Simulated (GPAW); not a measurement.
# ZnS: equation of state with OLYP+D4

**Measured values to compare with.**

From “Electronic, vibrational, and thermodynamic properties of ZnS (zincblende and rocksalt structure)”, 2009, arxiv:0911.5022, for a bulk crystal of ZnS: bulk modulus 76.9 GPa.

The system is ZnS.

```
Zn S
1.0
     0.00000    2.70200    2.70200
     2.70200    0.00000    2.70200
     2.70200    2.70200    0.00000
Zn S
1 1
Direct
  0.25000 0.25000 0.25000
  0.00000 0.00000 0.00000
```

```
Program             : GPAW 26.7.0
Task                : equation of state
Functional          : OLYP
Dispersion          : D4
Potentials or basis : PAW data sets generated in the run's folder for this functional
Cutoff              : 600 eV
Basis               : pw
k mesh              : 7 × 7 × 7
Occupations         : fermi-dirac, width 0.05 eV
Spin                : no spin polarisation
```

```json
{
  "Equilibrium volume": "18.99 Å³/atom",
  "Bulk modulus": "75 GPa",
  "Pressure derivative of the bulk modulus": "4.4"
}
```

Energy against volume, from the lowest point:
| volume (Å³/atom) | energy (meV/atom) |
| --- | --- |
| 18.543 | 2.53 |
| 18.938 | 0.00 |
| 19.332 | 1.39 |
| 19.727 | 6.26 |
| 20.121 | 14.30 |
| 20.516 | 25.13 |
| 20.910 | 38.45 |

Wall time 60 s on 1 thread of Intel(R) Xeon(R) Platinum 8488C (Sapphire Rapids), with other jobs on the host, peak memory 0.23 GiB.

Against the measured bulk modulus of ZnS, 76.9 GPa (quoted in “Electronic, vibrational, and thermodynamic properties of ZnS (zincblende and rocksalt structure)”, 2009, arxiv:0911.5022), the calculated 75 GPa is off by -2.0 %. The fit is for a static lattice scaled at fixed shape and fixed fractional positions.
